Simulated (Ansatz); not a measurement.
The polar optical mode of KF at 1 GPa, worked through

Method: DFT PBEsol, scalar-relativistic, plane waves, PAW (Ansatz 0.2.0). Plane waves to 420 eV; Γ-centred k mesh 8×8×8; fixed occupations. No spin polarisation. Phonons by linear response, acoustic sum rule imposed.

The cell, relaxed at 1 GPa:
```
CELL_PARAMETERS angstrom
0.00000 2.62863 2.62863
2.62863 0.00000 2.62863
2.62863 2.62863 0.00000
ATOMIC_POSITIONS crystal
K 0.00000 0.00000 0.00000
F 0.50000 0.50000 0.50000
```

Linear response gives ν_TO = 193.0 cm⁻¹, Born charges ±1.146 e (positive on K) and ε∞ = 2.042. The primitive cell holds 36.326 Å³, and the masses are 39.098 and 18.998 amu.

Q: Find ν_LO and the static dielectric constant.

A: The long-wave field adds a restoring force: ω_LO² − ω_TO² = Z*²e²/(ε_vac ε∞ μV). In these units ν_LO² − ν_TO² = 4.92064×10⁷ Z*²/(μ V ε∞) cm⁻², with μ = m₁m₂/(m₁ + m₂) = 12.786 amu: 68075 cm⁻². So ν_LO = √(193.0² + 68075) = 324.6 cm⁻¹, and the run gives 324.6. Lyddane–Sachs–Teller then gives ε0 = ε∞ (ν_LO/ν_TO)² = 5.77, against 5.77 in the run (it forms both from the same three quantities, so the match checks the arithmetic only). Between ν_TO and ν_LO the dielectric function is negative and an undamped crystal reflects fully: a reststrahlen band from 30.8 to 51.8 μm.

Q: What do the Clausius–Mossotti polarisability and the Szigeti charge come to?

A: With the Lorentz local field, α = (3V/4π)(ε∞ − 1)/(ε∞ + 2) = 2.24 Å³ for the pair, and e_S = 3Z*/(ε∞ + 2) = 0.85 e. The Born charge includes the electrons' response to the dipole's own local field, and e_S takes that enhancement out. The Lorentz field assumes point-like polarisable ions, a fair picture at this small ε∞.

Q: How strongly does a slow electron couple to the LO mode?

A: For one isotropic parabolic band, Fröhlich's constant is α_F = (1/ε∞ − 1/ε0) √(m* Ry/ħω_LO), with Ry = 13.606 eV, ħω_LO = 40.2 meV and m* in free-electron masses: α_F = 0.3164 × 18.39 × √m* = 5.82 √m*. The band mass isn't part of this run; for m* = 0.1, 0.3 and 1 it gives 1.84, 3.19, 5.82. In weak coupling the polaron lies α_F ħω_LO below the band edge (128 meV at m* = 0.3) with a mass m*(1 + α_F/6); past α_F of about 5 or 6 that expansion fails. A semilocal functional's ε∞ tends to be too large, which taken alone lowers α_F.

Cost: 1 run of about 0.38 core-minutes, on Arm Neoverse N1 (shared hosts).